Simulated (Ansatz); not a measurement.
Runs of Ansatz 0.2.0 on BAs. Symmetry: Pm-3m, No. 221, cubic system. Conventional cell: a = 2.934 Å, b = 2.934 Å, c = 2.934 Å, α = 90.00°, β = 90.00°, γ = 90.00°. Around B (site symmetry m-3m) lie 8 As at 2.54 Å. Around As (site symmetry m-3m) lie 8 B at 2.54 Å. The cell was built by a generator and needn't be a form met in nature.

```tsv
task	level	cell	cutoff (eV)	points for each segment of the path	gap on the mesh (eV)	pressure (GPa)	relaxed volume (Å³/atom)
band structure	HSEsol	as given	420	4	none	(a)	-
single point	PBE0	as given	420	-	none	-6.7	-
single point	r2SCAN50	as given	500	-	-	-11.1	-
single point	PBEsol0	as given	420	-	none	-8.9	-
single point	r2SCANh	as given	500	-	none	-5.0	-
relaxation of cell and atoms	B3LYP	relaxed	420	-	none	0.0	(b)
band structure	HSE03	as given	420	4	none	-5.8	-
relaxation of cell and atoms	PBE0	relaxed	420	-	none	0.0	(c)
```

Alike in all rows: potentials or basis Ansatz PAW; no spin polarisation; k mesh 5 × 5 × 5; smearing fermi-dirac 0.05 eV; the mesh is coarse, so values aren't converged.

**Question.** Fill in the values left out.

**Answer.** (a) -8.5; (b) 12.89; (c) 11.89.

Caveats: all runs use coarse meshes; the PAW data sets come from PBE, with cores solved anew for the run's functional, which leaves a small shift of forces and pressure; the thresholds are loose for stress (some runs); the plane-wave basis is chosen anew once the cell has moved, so the energies of steps on either side of that aren't comparable (some runs).

A k mesh can miss the band edges, and the runs leave out spin-orbit coupling on As.

A gap of «none» marks a metal or a gap under the smearing width.
